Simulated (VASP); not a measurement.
# TiCo (Pm-3m) in VASP: further runs

The runs below take TiCo through single point, with PBEsol.

Program: VASP 6.6.1. These are calculated values, not measurements. Logs are shortened: lines on timing, memory, paths and dates and some standing lists are left out, and cuts for length are marked.

### Step 1. The crystal as given

Symmetry: Pm-3m, No. 221, cubic system. The conventional cell has a = 2.986 Å, b = 2.986 Å, c = 2.986 Å, α = 90.00°, β = 90.00°, γ = 90.00°. Ti (site symmetry m-3m) is surrounded by 8 Co at 2.59 Å. Co (site symmetry m-3m) has 8 Ti at 2.59 Å as nearest neighbours.

The cell comes from a database or a generator and needn't be the stable form of this composition.

### Step 2. Single point, PBEsol, collinear spin, typed start

INCAR reads:

```
SYSTEM = TiCo
PREC     = Accurate       ! precision mode
ENCUT    = 520            ! plane-wave cutoff, eV
EDIFF    = 1E-7           ! SCF threshold, eV
ISMEAR   = 0              ! smearing method
SIGMA    = 0.15           ! smearing width, eV
LREAL    = .FALSE.        ! projectors in reciprocal space
LASPH    = .TRUE.         ! aspherical terms in the spheres
NELM     = 150            ! most SCF steps
ALGO     = Normal         ! electronic algorithm
ISIF     = 2              ! what is computed and relaxed
LWAVE    = .FALSE.        ! write WAVECAR
LCHARG   = .FALSE.        ! write CHGCAR
ISPIN    = 2              ! spin polarisation
MAGMOM   = 0 0.4          ! initial moments
LORBIT   = 11             ! projections on sites
LMAXMIX  = 4              ! l up to which the mixer works
GGA      = PS             ! functional
NBANDS   = 22             ! bands
```

KPOINTS reads:

```
Automatic mesh
0
G
  18 18 18
  0 0 0
```

POSCAR reads:

```
TiCo
1.0
    2.9861109900      0.0000000000      0.0000000000
    0.0000000000      2.9861109900      0.0000000000
    0.0000000000      0.0000000000      2.9861109900
Ti Co
1 1
Direct
    0.0000000000      0.0000000000      0.0000000000
    0.5000000000      0.5000000000      0.5000000000
```

Potentials or basis: VASP PAW PBE potentials, release 64 (Ti_sv, Co).

On the command line:

```sh
> cat potpaw_PBE.64/Ti_sv/POTCAR potpaw_PBE.64/Co/POTCAR > POTCAR
> mpirun -np 1 vasp_std > vasp.out
```

OUTCAR:

```text
SYSTEM = TiCo
   PREC = Accurate
   ENCUT = 520
   EDIFF = 1E-7
   ISMEAR = 0
   LREAL = .FALSE.
   LASPH = .TRUE.
   NELM = 150
   ISIF = 2
   ISPIN = 2
   LORBIT = 11
   GGA = PS

 ion  position               nearest neighbor table
   1  0.000  0.000  0.000-   2 2.59   2 2.59   2 2.59   2 2.59   2 2.59   2 2.59   2 2.59   2 2.59

   2  0.500  0.500  0.500-   1 2.59   1 2.59   1 2.59   1 2.59   1 2.59   1 2.59   1 2.59   1 2.59

  LATTYP: Found a simple cubic cell.
 ALAT       =     2.9861109900

  Lattice vectors:

 A1 = (   2.9861109900,   0.0000000000,   0.0000000000)
 A2 = (   0.0000000000,   2.9861109900,   0.0000000000)
 A3 = (   0.0000000000,   0.0000000000,   2.9861109900)

Analysis of symmetry for initial positions (statically):
=====================================================================
 Subroutine PRICEL returns:
 Original cell was already a primitive cell.

 Routine SETGRP: Setting up the symmetry group for a
 simple cubic supercell.

 Subroutine GETGRP returns: Found 48 space group operations
 (whereof 48 operations were pure point group operations)
 out of a pool of 48 trial point group operations.

The static configuration has the point symmetry O_h .

Analysis of symmetry for dynamics (positions and initial velocities):
=====================================================================
 Subroutine PRICEL returns:
 Original cell was already a primitive cell.

 Routine SETGRP: Setting up the symmetry group for a
 simple cubic supercell.

 Subroutine GETGRP returns: Found 48 space group operations
 (whereof 48 operations were pure point group operations)
 out of a pool of 48 trial point group operations.

The dynamic configuration has the point symmetry O_h .

Analysis of structural, dynamic, and magnetic symmetry:
=====================================================================
 Subroutine PRICEL returns:
 Original cell was already a primitive cell.

 Routine SETGRP: Setting up the symmetry group for a
 simple cubic supercell.

 Subroutine GETGRP returns: Found 48 space group operations
 (whereof 48 operations were pure point group operations)
 out of a pool of 48 trial point group operations.

The overall configuration has the point symmetry O_h .

 Subroutine INISYM returns: Found 48 space group operations
 (whereof 48 operations are pure point group operations),
 and found     1 'primitive' translations

----------------------------------------------------------------------------------------

                                     Primitive cell

  volume of cell :      26.6267

  direct lattice vectors                    reciprocal lattice vectors
     2.986110990  0.000000000  0.000000000     0.334883735  0.000000000  0.000000000
     0.000000000  2.986110990  0.000000000     0.000000000  0.334883735  0.000000000
     0.000000000  0.000000000  2.986110990     0.000000000  0.000000000  0.334883735

  length of vectors
     2.986110990  2.986110990  2.986110990     0.334883735  0.334883735  0.334883735

  position of ions in fractional coordinates (direct lattice)
     0.000000000  0.000000000  0.000000000
     0.500000000  0.500000000  0.500000000

  ion indices of the primitive-cell ions
   primitive index   ion index
                 1           1
                 2           2

----------------------------------------------------------------------------------------

 KPOINTS: Automatic mesh

Automatic generation of k-mesh.
 Grid dimensions read from file:
 generate k-points for:   18   18   18

 Generating k-lattice:

  Cartesian coordinates                     Fractional coordinates (reciprocal lattice)
     0.018604652  0.000000000  0.000000000     0.055555556  0.000000000  0.000000000
     0.000000000  0.018604652  0.000000000     0.000000000  0.055555556  0.000000000
     0.000000000  0.000000000  0.018604652     0.000000000  0.000000000  0.055555556

  Length of vectors
     0.018604652  0.018604652  0.018604652

  Shift w.r.t. Gamma in fractional coordinates (k-lattice)
     0.000000000  0.000000000  0.000000000

 Subroutine IBZKPT returns following result:
 ===========================================

 Found    220 irreducible k-points:

 Following reciprocal coordinates:
            Coordinates               Weight
  0.000000  0.000000  0.000000      1.000000
  0.055556  0.000000  0.000000      6.000000
  0.111111  0.000000  0.000000      6.000000
  0.166667  0.000000  0.000000      6.000000
  0.222222  0.000000  0.000000      6.000000
  0.277778  0.000000  0.000000      6.000000
[... 16 lines left out ...]
  0.277778  0.111111  0.000000     24.000000
  0.333333  0.111111  0.000000     24.000000
 [... further k-points ...]
   k-points           NKPTS =    220   k-points in BZ     NKDIM =    220   number of bands    NBANDS=     22
   number of dos      NEDOS =    301   number of ions     NIONS =      2
   total plane-waves  NPLWV =  13824
   dimension x,y,z NGX =    24 NGY =   24 NGZ =   24
   dimension x,y,z NGXF=    48 NGYF=   48 NGZF=   48
   ions per type =               1   1
   NGX,Y,Z   is equivalent  to a cutoff of  13.36, 13.36, 13.36 a.u.
   NGXF,Y,Z  is equivalent  to a cutoff of  26.72, 26.72, 26.72 a.u.
 SYSTEM =  TiCo
   PREC   = accura    normal or accurate (medium, high low for compatibility)
   ISTART =      0    job   : 0-new  1-cont  2-samecut
   ICHARG =      2    charge: 1-file 2-atom 10-const
   ISPIN  =      2    spin polarized calculation?
   LNONCOLLINEAR =      F non collinear calculations
   LSORBIT =      F    spin-orbit coupling
   LASPH  =      T    aspherical Exc in radial PAW
   ENCUT  =  520.0 eV  38.22 Ry    6.18 a.u.   5.55  5.55  5.55*2*pi/ulx,y,z
   NELM   =    150;   NELMIN=  2; NELMDL= -5     # of ELM steps
   EDIFF  = 0.1E-06   stopping-criterion for ELM
   LREAL  =      F    real-space projection
   EDIFFG = 0.1E-05   stopping-criterion for IOM
   NSW    =      0    number of steps for IOM
   IBRION =     -1    ionic relax: 0-MD 1-quasi-New 2-CG
   NFREE  =      0    steps in history (QN), initial steepest desc. (CG)
   ISIF   =      2    stress and relaxation
   ISYM   =      2    0-nonsym 1-usesym 2-fastsym
   POTIM  = 0.5000    time-step for ionic-motion
   TEBEG  =    0.0;   TEEND  =   0.0 temperature during run
   PSTRESS=    0.0 pullay stress
   NELECT =      21.0000    total number of electrons
   NUPDOWN=      -1.0000    fix difference up-down
   EMIN   =  10.00;   EMAX   =-10.00  energy-range for DOS
   EFERMI =   0.00;   METHOD = LEGACY
   ISMEAR =     0;   SIGMA  =   0.15  broadening in eV -4-tet -1-fermi 0-gaus
   EFERMI_NEDOS =   21; number of points for ismear=-14 and -15
   IALGO  =     38    algorithm
   IMIX   =      4    mixing-type and parameters
     AMIX     =   0.40;   BMIX     =  1.00
     AMIX_MAG =   1.60;   BMIX_MAG =  1.00
  volume/ion in A,a.u.               =      13.31        89.84
  Fermi-wavevector in a.u.,A,eV,Ry     =   1.512546  2.858298 31.127355  2.287796
  Thomas-Fermi vector in A             =   2.622456
   LORBIT       =     11    0 simple, 1 ext, 2 COOP (PROOUT), +10 PAW based schemes
   GGA     = PS    functional components
   LHFCALC =     F    Hartree Fock is set to
   AEXX    =    0.0000 exact exchange contribution
   IVDW    =     0    specifies the selected vdW correction
   LEPSILON=     F    determine dielectric tensor
   LRPA    =     F    only Hartree local field effects (RPA)
 spin polarized calculation
 Gauss-broadening in eV      SIGMA  =   0.15
  energy-cutoff  :      520.00
  volume of cell :       26.63
 maximum number of plane-waves:       739
 NGX is ok and might be reduce to    24
   NGX = 11   NGY = 11   NGZ = 11

 number of electron      20.9999983 magnetization      -0.0014211

 number of electron      20.9999983 magnetization       0.0001390

 Free energy of the ion-electron system (eV)
  ---------------------------------------------------
  ext. energy  EPLUGINS =         0.00000000
  ---------------------------------------------------
  free energy    TOTEN  =       -16.86106398 eV

  energy without entropy =      -16.82866457  energy(sigma->0) =      -16.84486427

 E-fermi :   9.7380     XC(G=0): -12.7316

 val. band max:        9.7378446928   @ k =   0.3333   0.1111   0.0000
 cond. band min:       9.7383065466   @ k =   0.5000   0.1667   0.0556
 fundamental gap:      0.0004618539
 Fermi energy:         9.7379613134

 spin component 1

 k-point     1 :       0.0000    0.0000    0.0000
  band No.  band energies     occupation
      1     -47.2194      1.00000
      2     -23.4094      1.00000
      3     -23.4094      1.00000
      4     -23.4094      1.00000
      5       2.0753      1.00000
      6       5.9998      1.00000
[... 14 lines left out ...]
     21      29.1097      0.00000
     22      30.6446      0.00000
[... 552 lines left out ...]
  band No.  band energies     occupation
      1     -47.1916      1.00000
      2     -23.6332      1.00000
      3     -23.4263      1.00000
      4     -23.3894      1.00000
      5       4.2489      1.00000
      6       6.6002      1.00000
[... 14 lines left out ...]
     21      27.9369      0.00000
     22      28.7052      0.00000

 [... further k-points ...]

 spin component 2

 k-point     1 :       0.0000    0.0000    0.0000
  band No.  band energies     occupation
      1     -47.2194      1.00000
      2     -23.4094      1.00000
      3     -23.4094      1.00000
      4     -23.4094      1.00000
      5       2.0753      1.00000
      6       5.9999      1.00000
[... 14 lines left out ...]
     21      29.1098      0.00000
     22      30.6445      0.00000
[... 552 lines left out ...]
  band No.  band energies     occupation
      1     -47.1916      1.00000
      2     -23.6332      1.00000
      3     -23.4264      1.00000
      4     -23.3895      1.00000
      5       4.2489      1.00000
      6       6.6002      1.00000
[... 14 lines left out ...]
     21      27.9369      0.00000
     22      28.7052      0.00000

 [... further k-points ...]

------------------------ aborting loop because EDIFF is reached ----------------------------------------

  FORCE on cell =-STRESS in cart. coord.  units (eV):
  Direction    XX          YY          ZZ          XY          YZ          ZX
  --------------------------------------------------------------------------------------
  -------------------------------------------------------------------------------------
  Total       -1.6077733     -1.6077733     -1.6077733      0.0000000      0.0000000      0.0000000
  in kB      -96.7425565    -96.7425565    -96.7425565      0.0000000      0.0000000      0.0000000
  external PRESSURE =     -96.7425565 kB  Pullay stress =       0.0000000 kB

 VOLUME and BASIS-vectors are now :
 -----------------------------------------------------------------------------
  energy-cutoff  :      520.00
  volume of cell :       26.63
      direct lattice vectors                 reciprocal lattice vectors
     2.986110990  0.000000000  0.000000000     0.334883735  0.000000000  0.000000000
     0.000000000  2.986110990  0.000000000     0.000000000  0.334883735  0.000000000
     0.000000000  0.000000000  2.986110990     0.000000000  0.000000000  0.334883735

 POSITION                                       TOTAL-FORCE (eV/Angst)
 -----------------------------------------------------------------------------------
      0.00000      0.00000      0.00000         0.000000      0.000000      0.000000
      1.49306      1.49306      1.49306         0.000000      0.000000      0.000000
 -----------------------------------------------------------------------------------
    total drift:                                0.000000      0.000000     -0.000000

  FREE ENERGIE OF THE ION-ELECTRON SYSTEM (eV)
  ---------------------------------------------------
  free  energy   TOTEN  =       -16.8610639774 eV

  energy  without entropy=      -16.8286645708  energy(sigma->0) =      -16.84486427

 total charge

# of ion       s       p       d       tot
------------------------------------------
    1        2.248   6.179   1.853  10.280
    2        0.521   0.441   7.344   8.307
--------------------------------------------------
tot          2.769   6.620   9.198  18.587

 magnetization (x)

# of ion       s       p       d       tot
------------------------------------------
    1       -0.000  -0.000  -0.000  -0.000
    2        0.000  -0.000   0.000   0.000
--------------------------------------------------
tot          0.000  -0.000   0.000   0.000
```

It took 2.5 min on 1 thread of Intel Xeon Platinum 8488C (Sapphire Rapids), shared host; peak memory 0.31 GiB.

Results:

* Free energy: -16.8611 eV
* Pressure: -9.7 GPa
* Band gap on the k mesh: none (metal or under the smearing width)
* Net moment: 0.00 μB per cell
* Valence electrons inside the program's atomic spheres: Ti 10.28; Co 8.31

Levels at points of the mesh, in eV from the Fermi level:
Spin up:
| k point | band 7 | band 8 | band 9 | band 10 | band 11 | band 12 | band 13 | band 14 |
| --- | --- | --- | --- | --- | --- | --- | --- | --- |
| (0.00, 0.00, 0.00) | -3.74 | -1.42 | -1.42 | -1.42 | 0.78 | 0.78 | 2.73 | 2.73 |
| (0.50, 0.00, 0.00) | -2.33 | -1.50 | -1.50 | -1.00 | -0.78 | 0.11 | 0.65 | 0.65 |
| (0.50, 0.50, 0.00) | -2.37 | -2.37 | -0.59 | -0.14 | 0.65 | 0.65 | 1.23 | 2.59 |
| (0.50, 0.50, 0.50) | -2.39 | -2.08 | -2.08 | -2.08 | -0.56 | -0.56 | 3.14 | 3.14 |
Spin down:
| k point | band 7 | band 8 | band 9 | band 10 | band 11 | band 12 | band 13 | band 14 |
| --- | --- | --- | --- | --- | --- | --- | --- | --- |
| (0.00, 0.00, 0.00) | -3.74 | -1.42 | -1.42 | -1.42 | 0.78 | 0.78 | 2.73 | 2.73 |
| (0.50, 0.00, 0.00) | -2.33 | -1.50 | -1.50 | -1.00 | -0.78 | 0.11 | 0.65 | 0.65 |
| (0.50, 0.50, 0.00) | -2.37 | -2.37 | -0.59 | -0.14 | 0.65 | 0.65 | 1.23 | 2.59 |
| (0.50, 0.50, 0.50) | -2.39 | -2.08 | -2.08 | -2.08 | -0.56 | -0.56 | 3.14 | 3.14 |

Caveat: the PAW data sets were made with another functional, which shifts forces and pressure a little.

[end of part 1 of 2]
